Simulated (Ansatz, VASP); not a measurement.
## AlGaN2 in VASP and in Ansatz

The input POSCAR:

```
AlGaN2
1.0
    3.2351033602      0.0000000000      0.0000000000
    0.0000000000      3.2351033602      0.0000000000
    0.0000000000      0.0000000000      4.3574803709
Al Ga N
1 1 2
Direct
    0.5000000000      0.5000000000      0.5000000000
    0.0000000000      0.0000000000      0.0000000000
    0.5000000000      0.0000000000      0.7382648100
    0.0000000000      0.5000000000      0.2617351900
```

Contents of INCAR.step1:

```
  ALGO = Normal
  EDIFF = 1E-4
  ENCUT = 520
  GGA = PE
  ISMEAR = 0
  LASPH = T
  LCHARG = F
  LREAL = F
  LWAVE = T
  NBANDS = 21
  NELM = 80
  PREC = Accurate
  SIGMA = 0.05
```

INCAR.step2

```
  ALGO = Normal
  EDIFF = 1E-6
  ENCUT = 520
  ISIF = 2
  ISMEAR = 0
  ISTART = 1
  LASPH = T
  LCHARG = T
  LELF = T
  LMIXTAU = T
  LREAL = F
  LVHAR = T
  LWAVE = F
  METAGGA = R2SCAN
  NBANDS = 21
  NELM = 80
  PREC = Accurate
  SIGMA = 0.05
```

Contents of KPOINTS:

```
k-points
0
Gamma
  8 8 6
```

Input for Ansatz:

```yaml
crystal:
  lattice:
    - [3.2351033602, 0.0, 0.0]
    - [0.0, 3.2351033602, 0.0]
    - [0.0, 0.0, 4.3574803709]
  atoms:
    - { symbol: Al, position: [0.5, 0.5, 0.5] }
    - { symbol: Ga, position: [0.0, 0.0, 0.0] }
    - { symbol: "N", position: [0.5, 0.0, 0.73826481] }
    - { symbol: "N", position: [0.0, 0.5, 0.26173519] }
basis:
  ecutwfc: 500
kpoints:
  mp_grid: { grid: [8, 8, 6] }
hamiltonian:
  xc: r2scan
scf:
  occupations: { method: gaussian, width: 0.05 }
output:
  forces: true
  stress: true
  eigenvalues: true
```

Change from the starting cell: strain +0.030 along x and y, -0.015 along z, atoms carried along.

Alike in both runs: task single point; functional r2SCAN; k mesh 8 × 8 × 6; occupations gaussian, width 0.05 eV; no spin polarisation.

|  | VASP | Ansatz |
| --- | --- | --- |
| version | VASP 6.6.1 | Ansatz 0.2.0 |
| potentials or method | VASP PAW PBE potentials, release 64 (Al, Ga_d, N) | scalar-relativistic, plane waves, PAW |
| plane-wave cutoff (eV) | 520 | 500 |
| valence electrons in the cell | 26 | 26 |

VASP gave:

- gap on the k mesh at the Fermi level (eV): 3.07
- least direct gap on the mesh (eV): 3.07
- pressure (GPa): -8.4
- largest component of the traceless stress (GPa): 3.85
- rms of the force components (eV/Å): 0.026

Task: What did Ansatz give for the same quantities?

Result: gap on the k mesh at the Fermi level (eV): 3.06; least direct gap on the mesh (eV): 3.06; pressure (GPa): -8.7; largest component of the traceless stress (GPa): 3.85; rms of the force components (eV/Å): 0.006.

Atom by atom the forces differ by 0.032 eV/Å (rms over components).

Caveats: the PAW data sets were made with another functional, which shifts forces and pressure a little (VASP).
